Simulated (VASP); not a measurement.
Input of a VASP 6.6.1 run:

The input INCAR:

```
SYSTEM = Si
PREC = Accurate
ENCUT = 600
EDIFF = 1E-6
ISMEAR = -1
SIGMA = 0.05
LREAL = .FALSE.
LASPH = .TRUE.
NELM = 80
ALGO = Fast
ISIF = 3
LWAVE = .FALSE.
LCHARG = .FALSE.
GGA = MK
LUSE_VDW = .TRUE.
AGGAC = 0.0
PARAM1 = 0.1234
PARAM2 = 0.711357
ZAB_VDW = -1.8867
IBRION = 2
NSW = 40
EDIFFG = -0.005
```

KPOINTS

```
regular mesh
0
G
  8 8 8
  0 0 0
```

File POSCAR:

```
Si
1.0
    0.0000000000      2.7218511865      2.7218511865
    2.7218511865      0.0000000000      2.7218511865
    2.7218511865      2.7218511865      0.0000000000
Si
2
Direct
    0.5000000000      0.5000000000      0.5000000000
    0.7500000000      0.7500000000      0.7500000000
```

Potentials or basis: VASP PAW PBE potentials, release 64 (Si).

The run is started by

```console
$ cat potpaw_PBE.64/Si/POTCAR > POTCAR
$ mpirun -np 1 vasp_std > vasp.out
```

(1) Estimate the space group after relaxing (to 0.05 Å).

(2) Predict the relaxed cell.

(3) What does it give for the band gap on the k mesh?

## Answers

(1) Fd-3m (No. 227).

(2) a = 3.858 Å, b = 3.858 Å, c = 3.858 Å, α = 60.00°, β = 60.00°, γ = 60.00°.

(3) 0.64 eV, indirect (least direct gap 2.59 eV).
